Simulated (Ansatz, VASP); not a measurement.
One calculation of Ni, two programs

```
CELL_PARAMETERS angstrom
0.00000 1.75924 1.75924
1.75924 0.00000 1.75924
1.75924 1.75924 0.00000
ATOMIC_POSITIONS crystal
Ni 0.00000 0.00000 0.00000
```

Alike in both runs: functional PBE; k mesh 20 × 20 × 20; occupations gaussian, width 0.1 eV; collinear spin.

Ansatz relaxed the structure, and its values are those at the end. VASP's run is a single point on that final structure, the one shown.

|  | VASP | Ansatz |
| --- | --- | --- |
| version | VASP 6.6.1 | Ansatz 0.2.0 |
| potentials or method | VASP PAW PBE potentials, release 64 (Ni) | scalar-relativistic, plane waves, PAW |
| plane-wave cutoff (eV) | 520 | 420 |
| valence electrons in the cell | 10 | 18 |

|  | VASP | Ansatz | Ansatz less VASP |
| --- | --- | --- | --- |
| gap on the k mesh at the Fermi level (eV) | none | none | - |
| pressure (GPa) | 0.0 | 0.0 | +0.01 |
| net moment per atom (μB) | 0.63 | 0.64 | +0.011 |
| size of the moment on the site where the two differ most (μB) | 0.64 | 0.68 | +0.037 |

Site moments also hang on the region over which each program counts them. A gap of «none» marks a metal or a gap that the smearing closes. The two sets of potentials don't hold the same shells in valence.
